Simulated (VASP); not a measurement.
Here is a VASP 6.6.1 calculation.

Contents of INCAR:

```
ALGO = Fast
EDIFF = 1E-7
ENCUT = 520
GGA = PS
ISIF = 2
ISMEAR = 0
IVDW = 13
LASPH = T
LCHARG = F
LREAL = F
LWAVE = F
NBANDS = 34
NELM = 100
PREC = Accurate
SIGMA = 0.1
```

The input KPOINTS:

```
k-points
0
Gamma
  3 3 3
```

Contents of POSCAR:

```
Lu2H3
1.0
    0.0000000000      5.0330000000      5.0330000000
    2.5165000000      0.0000000000      2.5165000000
    2.5165000000      2.5165000000      0.0000000000
Lu H
2 3
Direct
    0.0000000000      0.0000000000      0.0000000000
    0.5000000000      0.0000000000      0.0000000000
    0.1250000000      0.2500000000      0.2500000000
    0.3661299424      0.7559133717      0.7559133717
    0.8750000000      0.7500000000      0.7500000000
```

Potentials or basis: VASP PAW PBE potentials, release 64 (Lu, H).

The run is started by

```bash
$ cat potpaw_PBE.64/Lu/POTCAR potpaw_PBE.64/H/POTCAR > POTCAR
$ mpirun -np 1 vasp_std > vasp.out
```

What does it give for the dispersion energy per atom?

-0.113 eV.

Predict the band gap on the k mesh.

none (metal or under the smearing width).

Stress tensor (GPa, compression positive):
```
-5.38 -0.15 -0.15
-0.15 -5.38  0.15
-0.15  0.15 -5.38
```

Caveat: the k mesh is coarse (spacing up to 0.72 Å⁻¹), so the values aren't converged; the PAW data sets were made with another functional, which shifts forces and pressure a little. The run has no spin-orbit coupling, so splittings on Lu are missing.
